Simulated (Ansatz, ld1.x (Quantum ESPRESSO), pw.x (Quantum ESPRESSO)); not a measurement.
H: does the RRKJ potential hold in the solid?

```json
{"Element": "hydrogen", "Generator": "ld1.x (Quantum ESPRESSO) 7.5", "Type": "norm-conserving RRKJ (Kleinman–Bylander form)", "Functional": "PBE", "Relativity": "scalar-relativistic", "Frozen core": "none", "Valence charge": "1", "Reference configuration": "1s1", "Partial waves": "1s (bound): rc 1.55 bohr; 2p channel at -0.15 Ry: rc 1.55 bohr", "Local potential": "all-electron potential smoothed inside 1.20 bohr (lloc = -2)", "Core correction": "none"}
```

Crystal test: fcc H in pw.x 7.5, no spin, 18³ k-points, Fermi–Dirac smearing 0.01 Ry, cutoffs 40/160 Ry. The lattice is a test structure that the element need not adopt, and mesh and smearing are coarse.

pw.x input:

```
&control
  calculation='scf', prefix='x', pseudo_dir='./', outdir='./tmp', tstress=.true., disk_io='none'
/
&system
  ibrav=0, nat=1, ntyp=1, ecutwfc=40, ecutrho=160, nbnd=7,
  occupations='smearing', smearing='fd', degauss=0.01
/
&electrons
  conv_thr=1e-09, mixing_beta=0.4, electron_maxstep=70
/
ATOMIC_SPECIES
H 1.0 H.UPF
CELL_PARAMETERS angstrom
  0.00000000 1.14152561 1.14152561
  1.14152561 0.00000000 1.14152561
  1.14152561 1.14152561 0.00000000
ATOMIC_POSITIONS crystal
H 0.0000 0.0000 0.0000
K_POINTS automatic
18 18 18 0 0 0
```

```bash
pw.x < H.scf.in > H.scf.out
```

Q: How does the run end?

A: It converges; the pressure is 0.08 GPa against -0.20 GPa from all-electron LAPW.  The log shows:

```
Message from routine setup:
     using ibrav=0 with symmetry is DISCOURAGED, use correct ibrav instead
     lattice parameter (alat)  =       3.0507  a.u.
     unit-cell volume          =      20.0763 (a.u.)^3
     number of electrons       =         1.00
     number of Kohn-Sham states=            7
     kinetic-energy cutoff     =      40.0000  Ry
     charge density cutoff     =     160.0000  Ry
     scf convergence threshold =      1.0E-09
     Exchange-correlation= PBE
     number of k points=   195  Fermi-Dirac smearing, width (Ry)=  0.0100
     iteration #  1     ecut=    40.00 Ry     beta= 0.40
     total energy              =      -1.07293942 Ry
     estimated scf accuracy    <       0.00000444 Ry
     iteration #  2     ecut=    40.00 Ry     beta= 0.40
     total energy              =      -1.07294205 Ry
     estimated scf accuracy    <       0.00000170 Ry
     iteration #  3     ecut=    40.00 Ry     beta= 0.40
     the Fermi energy is     3.8110 ev
!    total energy              =      -1.07294219 Ry
     estimated scf accuracy    <          1.4E-10 Ry
     smearing contrib. (-TS)   =      -0.00045476 Ry
     The total energy is F=E-TS. E is the sum of the following terms:
     one-electron contribution =       0.63706532 Ry
     hartree contribution      =       0.01667382 Ry
     xc contribution           =      -0.66352385 Ry
     ewald contribution        =      -1.06270271 Ry
     convergence has been achieved in   3 iterations
          total   stress  (Ry/bohr**3)                   (kbar)     P=        0.83
     Message from routine punch:
     Nothing written, as per user request (disk_io='none')
```
